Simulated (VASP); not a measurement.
**CdSe: band structure with r2SCAN**

Crystal: CdSe.

```
Cd Se
1.0
     0.00000    3.04621    3.04621
     3.04621    0.00000    3.04621
     3.04621    3.04621    0.00000
Cd Se
1 1
Direct
  0.00000 0.00000 0.00000
  0.75000 0.75000 0.75000
```

Measurements of this composition are mostly on another form, of space group No. 186.

```json
{
  "Program": "VASP 6.6.1",
  "Task": "band structure",
  "Functional": "r2SCAN",
  "Potentials or basis": "VASP PAW PBE potentials, release 64 (Cd, Se)",
  "Cutoff": "520 eV",
  "k mesh": "8 × 8 × 8",
  "Occupations": "gaussian, width 0.03 eV",
  "Spin": "no spin polarisation",
  "Further INCAR settings": "ALGO = Normal; EDIFF = 1e-06; NBANDS = 16"
}
```

```
Pressure                : 1.4 GPa
Band gap on the k mesh  : 1.08 eV, direct
Band gap along the path : 1.08 eV, direct
```

Levels at the corners of the path, in eV from the valence-band top:
| point | band 6 | band 7 | band 8 | band 9 | band 10 | band 11 | band 12 | band 13 |
| --- | --- | --- | --- | --- | --- | --- | --- | --- |
| Γ | -7.75 | 0.00 | 0.00 | 0.00 | 1.08 | 6.47 | 6.47 | 6.47 |
| X | -7.38 | -4.06 | -1.87 | -1.87 | 3.47 | 4.15 | 9.67 | 10.93 |
| X | -7.38 | -4.06 | -1.87 | -1.87 | 3.47 | 4.15 | 9.67 | 10.93 |
| W | -7.26 | -3.95 | -2.26 | -2.22 | 5.51 | 5.51 | 7.06 | 8.03 |
| W | -7.26 | -3.95 | -2.26 | -2.22 | 5.51 | 5.51 | 7.06 | 8.03 |
| K | -7.30 | -3.99 | -2.55 | -1.53 | 4.09 | 5.56 | 8.74 | 9.19 |
| K | -7.30 | -3.99 | -2.55 | -1.53 | 4.09 | 5.56 | 8.74 | 9.19 |
| Γ | -7.75 | 0.00 | 0.00 | 0.00 | 1.08 | 6.47 | 6.47 | 6.47 |
| Γ | -7.75 | 0.00 | 0.00 | 0.00 | 1.08 | 6.47 | 6.47 | 6.47 |
| L | -7.45 | -4.40 | -0.75 | -0.75 | 2.86 | 6.93 | 6.93 | 7.81 |
| L | -7.45 | -4.40 | -0.75 | -0.75 | 2.86 | 6.93 | 6.93 | 7.81 |
| U | -7.30 | -3.99 | -2.55 | -1.53 | 4.09 | 5.56 | 8.74 | 9.19 |
| U | -7.30 | -3.99 | -2.55 | -1.53 | 4.09 | 5.56 | 8.74 | 9.19 |
| W | -7.26 | -3.95 | -2.26 | -2.22 | 5.51 | 5.51 | 7.06 | 8.03 |
| W | -7.26 | -3.95 | -2.26 | -2.22 | 5.51 | 5.51 | 7.06 | 8.03 |
| L | -7.45 | -4.40 | -0.75 | -0.75 | 2.86 | 6.93 | 6.93 | 7.81 |
| L | -7.45 | -4.40 | -0.75 | -0.75 | 2.86 | 6.93 | 6.93 | 7.81 |
| K | -7.30 | -3.99 | -2.55 | -1.53 | 4.09 | 5.56 | 8.74 | 9.19 |
| U | -7.30 | -3.99 | -2.55 | -1.53 | 4.09 | 5.56 | 8.74 | 9.19 |
| X | -7.38 | -4.06 | -1.87 | -1.87 | 3.47 | 4.15 | 9.67 | 10.93 |

Run time: 3.1 min on 1 thread of Intel(R) Xeon(R) Platinum 8259CL CPU @ 2.50GHz (Skylake/Cascade Lake), on a shared host, peak memory 0.2 GiB.

Caveat: the PAW data sets were made with another functional, which shifts forces and pressure a little. r2SCAN opens gaps a little over a GGA but as a rule still falls short of measured ones.
